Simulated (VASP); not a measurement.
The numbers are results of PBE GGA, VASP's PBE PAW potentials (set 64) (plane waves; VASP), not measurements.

Input for VASP

POSCAR:
```
ZrO2
1
    0.0000000000     2.5450000000     2.5450000000
    2.5450000000     0.0000000000     2.5450000000
    2.5450000000     2.5450000000     0.0000000000
Zr O
1 2
Direct
  0.0000000000   0.0000000000   0.0000000000
  0.2500000000   0.2500000000   0.2500000000
  0.7500000000   0.7500000000   0.7500000000
```

### INCAR
```
NELM = 100
ISMEAR = 0
SYSTEM = ZrO2
SIGMA = 0.05   # width (eV)
LREAL = .FALSE.   # projection in real space or not
LWAVE = .FALSE.
EDIFF = 1E-6   # SCF stop (eV)
LMAXMIX = 4   # l cut-off of mixed one-centre charges
LASPH = .TRUE.
ALGO = Normal   # blocked Davidson
ISIF = 2   # forces and stress, cell fixed
LCHARG = .FALSE.
ENCUT = 520
PREC = Accurate
GGA = PE
```

KPOINTS:
```
Automatic mesh
0
Gamma
6 6 6
0 0 0
```

POTCAR, in this order: Zr_sv O (PBE.64 set). Program: vasp_std.

What VASP printed:

OUTCAR:
```
 ion  position               nearest neighbor table
   1  0.000  0.000  0.000-   3 2.20   3 2.20   3 2.20   2 2.20   3 2.20   2 2.20   2 2.20   2 2.20
  LATTYP: Found a face centered cubic cell.
 ALAT       =     5.0900000000
 Subroutine PRICEL returns:
 Original cell was already a primitive cell.
 Subroutine GETGRP returns: Found 48 space group operations
The static configuration has the point symmetry O_h .
The dynamic configuration has the point symmetry O_h .
 Subroutine INISYM returns: Found 48 space group operations
 Subroutine IBZKPT returns following result:
 Found     16 irreducible k-points:

 Following reciprocal coordinates:
            Coordinates               Weight
  0.000000  0.000000  0.000000      1.000000
  0.166667  0.000000  0.000000      8.000000
  0.333333  0.000000  0.000000      8.000000
  0.500000  0.000000  0.000000      4.000000
  0.166667  0.166667  0.000000      6.000000
  0.333333  0.166667  0.000000     24.000000
  0.500000  0.166667  0.000000     24.000000
 -0.333333  0.166667  0.000000     24.000000
 -0.166667  0.166667  0.000000     12.000000
  0.333333  0.333333  0.000000      6.000000
...
```

OSZICAR:
```
       N       E                     dE             d eps       ncg     rms          rms(c)
DAV:   1     0.188080247319E+03    0.18808E+03   -0.14747E+04   512   0.155E+03
DAV:   2    -0.272725700346E+02   -0.21535E+03   -0.21101E+03   664   0.388E+02
DAV:   3    -0.347037482785E+02   -0.74312E+01   -0.74251E+01   760   0.729E+01
DAV:   4    -0.349019832490E+02   -0.19823E+00   -0.19821E+00   760   0.815E+00
DAV:   5    -0.349033333823E+02   -0.13501E-02   -0.13501E-02   648   0.625E-01    0.249E+01
DAV:   6    -0.286279959214E+02    0.62753E+01   -0.35982E+01   560   0.469E+01    0.992E+00
DAV:   7    -0.285853889313E+02    0.42607E-01   -0.13964E+00   728   0.966E+00    0.619E+00
DAV:   8    -0.285588240925E+02    0.26565E-01   -0.16061E-01   640   0.429E+00    0.454E-01
DAV:   9    -0.285595092634E+02   -0.68517E-03   -0.16615E-02   704   0.908E-01    0.311E-01
DAV:  10    -0.285605983896E+02   -0.10891E-02   -0.54150E-03   624   0.729E-01    0.152E-01
DAV:  11    -0.285606054899E+02   -0.71003E-05   -0.18055E-03   656   0.347E-01    0.139E-01
DAV:  12    -0.285605481354E+02    0.57354E-04   -0.32616E-04   552   0.145E-01    0.624E-03
DAV:  13    -0.285605498100E+02   -0.16745E-05   -0.16364E-05   704   0.300E-02    0.621E-03
DAV:  14    -0.285605499836E+02   -0.17362E-06   -0.26167E-06   584   0.108E-02
   1 F= -.28560550E+02 E0= -.28560550E+02  d E =-.101112E-14
```

**OUTCAR**
```
------------------------ aborting loop because EDIFF is reached ----------------------------------------
  FORCE on cell =-STRESS in cart. coord.  units (eV):
  Direction    XX          YY          ZZ          XY          YZ          ZX
  --------------------------------------------------------------------------------------
  Total        0.8255531      0.8255531      0.8255531      0.0000000      0.0000000      0.0000000
  in kB       40.1201211     40.1201211     40.1201211      0.0000000      0.0000000      0.0000000
  external PRESSURE =      40.1201211 kB  Pullay stress =       0.0000000 kB
  volume of cell :       32.97
      direct lattice vectors                 reciprocal lattice vectors
     0.000000000  2.545000000  2.545000000    -0.196463654  0.196463654  0.196463654
     2.545000000  0.000000000  2.545000000     0.196463654 -0.196463654  0.196463654
     2.545000000  2.545000000  0.000000000     0.196463654  0.196463654 -0.196463654
 POSITION                                       TOTAL-FORCE (eV/Angst)
 -----------------------------------------------------------------------------------
      0.00000      0.00000      0.00000         0.000000      0.000000      0.000000
      1.27250      1.27250      1.27250         0.000000     -0.000000      0.000000
      3.81750      3.81750      3.81750        -0.000000      0.000000     -0.000000
 -----------------------------------------------------------------------------------
    total drift:                                0.000000      0.000000      0.000000
  FREE ENERGIE OF THE ION-ELECTRON SYSTEM (eV)
  ---------------------------------------------------
  free  energy   TOTEN  =       -28.5605499836 eV

  energy  without entropy=      -28.5605499836  energy(sigma->0) =      -28.56054998
```
(Selected blocks of OUTCAR.)

**OUTCAR**
```
 val. band max:        7.2237491306   @ k =   0.5000   0.5000   0.0000

 cond. band min:      10.5766577069   @ k =   0.0000   0.0000   0.0000


 Fermi energy:         7.4820268710

 k-point     1 :       0.0000    0.0000    0.0000
  band No.  band energies     occupation
      1     -40.8639      2.00000
      2     -18.6841      2.00000
      3     -18.6841      2.00000
      4     -18.6841      2.00000
      5     -10.9732      2.00000
      6      -8.4150      2.00000
      7       1.9924      2.00000
      8       1.9924      2.00000
      9       1.9924      2.00000
     10       6.6926      2.00000
     11       6.6926      2.00000
     12       6.6926      2.00000
     13      10.5767      0.00000
     14      10.5767      0.00000
     15      13.8032      0.00000
     16      16.5910      0.00000

 k-point     2 :       0.1667    0.0000    0.0000
  band No.  band energies     occupation
      1     -40.8522      2.00000
      2     -18.8715      2.00000
      3     -18.7018      2.00000
      4     -18.7018      2.00000
      5     -10.6094      2.00000
      6      -8.6693      2.00000
      7       2.2502      2.00000
      8       2.2502      2.00000
      9       2.7036      2.00000
     10       6.0915      2.00000
     11       6.2470      2.00000
     12       6.2470      2.00000
     13      11.0212      0.00000
     14      11.0212      0.00000
     15      14.4063      0.00000
     16      15.9346      0.00000

 k-point     3 :       0.3333    0.0000    0.0000
  band No.  band energies     occupation
      1     -40.8288      2.00000
      2     -19.2111      2.00000
      3     -18.7367      2.00000
      4     -18.7367      2.00000
      5     -10.0693      2.00000
      6      -8.9064      2.00000
      7       2.7692      2.00000
      8       2.7692      2.00000
      9       4.0683      2.00000
     10       5.1525      2.00000
     11       5.6999      2.00000
     12       5.6999      2.00000
     13      11.3416      0.00000
...
```

The compound is ZrO2 in the fluorite structure, the high-temperature cubic form, which is unstable at 0 K; the monoclinic form is the stable one. The cell was not relaxed at this level. The run is one of a series of settings (KPOINTS 6×6×6 Γ-centred mesh against the base run), some of them coarse on purpose.
